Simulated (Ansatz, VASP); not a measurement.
## TePb in VASP and in Ansatz

```xyz
2
Lattice="0.0000 3.2216 3.2216 3.2216 0.0000 3.2216 3.2216 3.2216 0.0000" Properties=species:S:1:pos:R:3 pbc="T T T"
Te    3.2216    3.2216    3.2216
Pb    0.0000    0.0000    0.0000
```

Alike in both runs: functional PBEsol; k mesh 8 × 8 × 8; occupations gaussian, width 0.02 eV; no spin polarisation.

Ansatz relaxed the structure, and its values are those at the end. VASP's run is a single point on that final structure, the one shown.

```csv
,VASP,Ansatz
version,VASP 6.6.1,Ansatz 0.2.0
potentials or method,"VASP PAW PBE potentials, release 64 (Te, Pb_d)","scalar-relativistic, plane waves, PAW"
plane-wave cutoff (eV),520,420
valence electrons in the cell,20,30
```

```tsv
	VASP	Ansatz	Ansatz less VASP
gap on the k mesh at the Fermi level (eV)	0.65	0.65	-0.004
least direct gap on the mesh (eV)	0.65	0.65	-0.004
pressure (GPa)	0.0	0.0	+0.02
```

The two sets of potentials don't hold the same shells in valence.

Caveats: the PAW data sets were made with another functional, which shifts forces and pressure a little (VASP); spin-orbit coupling is left out, which as a rule narrows the gap of such compounds by several tenths of an eV. A k mesh can miss the band edges.
